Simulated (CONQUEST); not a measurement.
# ZrO2 under changes of volume

One of the cells (11.158 Å³/atom); the others are scaled copies at fixed shape and fractional positions:

```
Zr O
1.0
     3.59610    0.00000    0.00000
     0.00000    3.59610    0.00000
     0.00000    0.00000    5.17700
Zr O
2 4
Cartesian
  1.7980 1.7980 2.5885
  0.0000 0.0000 0.0000
  0.0000 1.7980 1.0509
  0.0000 1.7980 3.6394
  1.7980 0.0000 1.5376
  1.7980 0.0000 4.1261
```

- Program: CONQUEST 1.3
- Functional: PBE
- Potentials or basis: PseudoDojo NC PBE, DZ, grid of 40 × 40 × 60 points
- k mesh: 7 × 7 × 5
- Occupations: fermi-dirac, width 0.05 eV
- Spin: no spin polarisation

| volume (Å³/atom) | energy over the lowest point (meV/atom) | pressure (GPa) | gap on the mesh (eV) | largest force (eV/Å) |
| --- | --- | --- | --- | --- |
| 10.489 | 73.14 | 26.1 | 3.99 | 0.498 |
| 10.712 | 41.60 | 19.0 | 3.93 | 0.397 |
| 10.935 | 19.78 | 12.5 | 3.87 | 0.250 |
| 11.158 | ? | ? | ? | ? |
| 11.381 | 0.00 | 1.9 | 3.72 | 0.053 |
| 11.604 | 0.96 | -3.2 | 3.64 | 0.031 |
| 11.828 | 8.27 | -7.3 | 3.57 | 0.130 |

Q: What does the run at 11.158 Å³/atom give?

A: Energy over the lowest point 6.28 meV/atom; pressure 7.4 GPa; gap on the mesh 3.80 eV; largest force 0.132 eV/Å.

Worked out: A Birch-Murnaghan fit of order 3 (a polynomial in V^(-2/3)) to the other rows has its minimum at 11.46 Å³/atom with B0 = V·E''(V) = 247 GPa and B' = 4.0 at fixed shape and positions, which overstates the stiffness. It gives 6.02 meV/atom at 11.158 Å³/atom, against the run's 6.28, and -dE/dV = 7.0 GPa, against 7.4. A parabola through the other rows of the gap, of slope -3.57 eV per unit of ln V there, gives 3.80 eV, against the run's 3.80.

Energies are extrapolated to zero smearing.

Caveats: the atomic basis is small; an odd mesh through Γ misses points on the zone boundary, where band edges often lie; the basis of atomic orbitals isn't converged, which shifts pressures, moduli and gaps. Spin-orbit coupling on Zr is left out.
